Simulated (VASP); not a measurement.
The system is BN.

```
B N
1.0
     2.55619    0.00000    0.00000
     0.00000    3.61500    0.00000
     0.00000    0.00000    2.57549
B N
2 2
Cartesian
  0.0000 0.0000 0.0000
  1.2781 1.8075 1.2877
  0.0000 0.9038 1.2877
  1.2781 2.7113 0.0000
```

The cell was built by a generator and isn't the measured one.

Program: VASP 6.6.1. Alike in all runs: task band structure; potentials or basis VASP PAW PBE potentials, release 64 (B, N); no spin polarisation; cell as given; cutoff (eV) 520; smearing gaussian 0.02 eV.

Question: Order these runs on this cell by their band gap on the k mesh, lowest first.
A. level PBE0; k mesh 7 × 5 × 7; further INCAR settings ALGO = Normal; EDIFF = 1e-06; grid for exact exchange (PRECFOCK) Normal; exchange at q = 0 truncated
B. level r2SCAN; k mesh 9 × 7 × 9; further INCAR settings ALGO = Normal; EDIFF = 1e-06
C. level HSE06; k mesh 8 × 6 × 8; further INCAR settings ALGO = Normal; EDIFF = 1e-06; grid for exact exchange (PRECFOCK) Normal; screening parameter 0.2 1/A
D. level PBE; k mesh 9 × 7 × 9; further INCAR settings ALGO = Fast; EDIFF = 1e-06

Answer: D (4.38 eV), B (4.89 eV), C (5.71 eV), A (6.46 eV).

